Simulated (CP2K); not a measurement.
Runs of CP2K 2026.2 on CdS. The structure is trigonal, space group P3m1 (No. 156). Conventional cell: a = 4.261 Å, b = 4.261 Å, c = 5.804 Å, α = 90.00°, β = 90.00°, γ = 120.00°. Cd (site symmetry 3m) has 3 S at 2.46 Å as nearest neighbours. S (site symmetry 3m) has 3 Cd at 2.46 Å as nearest neighbours. Measurements of this composition are mostly on another form, of space group No. 186.

| potentials or basis | gap on the mesh (eV) | pressure (GPa) | largest force (eV/Å) |
| --- | --- | --- | --- |
| GTH_POTENTIALS Cd GTH-PBE-q12, S GTH-PBE-q6; DZVP-MOLOPT-SR-GTH basis | 1.48 | 0.3 | 0.01 |
| GTH_POTENTIALS Cd GTH-PBE-q12, S GTH-BLYP-q6; DZVP-MOLOPT-SR-GTH basis | 1.48 | 0.4 | 0.01 |
| POTENTIAL_UZH Cd GTH-SCAN-q12, S GTH-SCAN-q6; DZVP-MOLOPT-SR-GTH basis | 1.68 | (a) | 0.02 |
| POTENTIAL_UZH Cd GTH-PBE0-q12, S GTH-PBE0-q6; DZVP-MOLOPT-SR-GTH basis | 1.56 | 0.4 | 0.02 |
| GTH_POTENTIALS Cd GTH-PADE-q12, S GTH-PADE-q6; DZVP-MOLOPT-SR-GTH basis | 1.44 | (b) | 0.01 |

Alike in all rows: task single point; level PBE; no spin polarisation; cell as given; k mesh 7 × 7 × 5; smearing fermi-dirac 0.05 eV.

Question: Estimate the missing entries.

Answer: (a) 1.1; (b) -0.1.

Caveats: an odd mesh through Γ misses points on the zone boundary, where band edges often lie; the basis of atomic orbitals isn't converged, which shifts pressures, moduli and gaps; the potentials were made for another functional, which shifts forces and pressure (some runs).

A k mesh can miss the band edges, and the runs leave out spin-orbit coupling on Cd.
